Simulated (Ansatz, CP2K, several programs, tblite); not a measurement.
Energy against volume for LiCl in the zincblende structure, at fixed shape and fractional coordinates, computed by several methods (PBE and r2SCAN, where shown, with plane waves in Ansatz); the cell shown is that of r2SCAN. It is cubic, F-43m (No. 216); a = 5.466 Å in the conventional setting, 20.41 Å³ an atom. Around Li lie 4 Cl at 2.37 Å; around Cl lie 4 Li at 2.37 Å. The calculation is spin-unpolarised, and the structure need not be a phase that has been made. Energies count from each curve's lowest point; fits are third-order Birch-Murnaghan.

```
Li Cl
1.0
     0.00000    2.73304    2.73304
     2.73304    0.00000    2.73304
     2.73304    2.73304    0.00000
Li Cl
1 1
Direct
  0.00000 0.00000 0.00000
  0.25000 0.25000 0.25000
```

GFN2-xTB (tblite), on the shape of the cell shown, as a cluster of 64 atoms at the zone centre:
```
V (Å³/atom)  E (meV/atom)
     17.965         28.80
     19.190          5.32
     20.415          0.00
     21.639          7.01
     22.864         14.59
```
The points scatter about the fit by more than 0.3 meV an atom, so no fit is quoted.

r2SCAN, on the shape of its own relaxed cell:
```
V (Å³/atom)  E (meV/atom)
     19.190          6.86
     19.802          1.65
     20.415          0.00
     21.027          1.38
     21.639          5.34
```
V₀ = 20.43 Å³ an atom and B₀ = 26 GPa.

Question: GFN1-xTB (tblite), on the shape of the cell shown, as a cluster of 64 atoms at the zone centre, gives
```
V (Å³/atom)  E (meV/atom)
     17.965          0.00
     19.190          3.23
     20.415         19.55
     21.639         44.89
     22.864         76.50
```
What equilibrium volume and bulk modulus follow?

Answer: V₀ = 18.31 Å³ an atom and B₀ = 33 GPa. The lowest point lies at an end of the range, so the fit is barely bracketed.

PBE, on the shape of its own relaxed cell:
```
V (Å³/atom)  E (meV/atom)
     19.708          6.49
     20.337          1.57
     20.966          0.00
     21.595          1.30
     22.224          5.07
```
V₀ = 20.98 Å³ an atom and B₀ = 24 GPa.

Question: PBE/DZVP (CP2K), on the shape of the cell shown, gives
```
V (Å³/atom)  E (meV/atom)
     17.965         47.39
     19.190         16.01
     20.415          1.72
     21.639          0.00
     22.864          7.59
```
What equilibrium volume and bulk modulus follow?

Answer: V₀ = 21.21 Å³ an atom and B₀ = 23 GPa.
